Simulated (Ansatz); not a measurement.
AgCl, DFT, PBE, PAW with Ansatz's default frozen-core files, scalar-relativistic (Ansatz 0.2.0), run on 1 thread of Arm Neoverse V2 on a shared host.

The structure comes from a relaxation in the same program, started in the zincblende type. Whether it is a known phase or the ground state wasn't checked. The listed cell was then made from it by scaling, straining or moving an atom.

Command: `ansatz run input.yaml --threads 1 --pin off --max-ram 2048MiB --backend cpu --events-out ev --progress --plain --runs-dir out`

```yaml
crystal:
  lattice:
    - [0.0, 3.0092147682, 3.0092147682]
    - [3.0092147682, 0.0, 3.0092147682]
    - [3.0092147682, 3.0092147682, 0.0]
  atoms:
    - { symbol: Ag, position: [0.0, 0.0, 0.0] }
    - { symbol: Cl, position: [0.25, 0.25, 0.25] }
kpoints:
  mp_grid: { grid: [11, 11, 11] }
scf:
  occupations: { method: fermi_dirac, width: 0.03 }
hamiltonian:
  xc: pbe
  pseudopotentials: { kind: paw }
output:
  forces: true
  stress: true
  eigenvalues: true
  efg: { contact_densities: true }
  write_density: true
  write_potential: true
  elf: true
  volumetric_format: npy
```

Question: How large is the problem that the program sets up?

Answer: 56 irreducible k-points, 1067 plane waves at Γ, 17 bands.

Question: Estimate the wall time and the peak memory.

Answer: 6.6 s of wall time for 6 SCF iterations, with a peak of 0.38 GiB. Times on shared machines scatter by tens of per cent.

Question: And the same cell and mesh by all-electron LAPW, asked for forces, stress, eigenvalues, on the same hardware?

Answer: 19 s, peak memory 0.32 GiB.
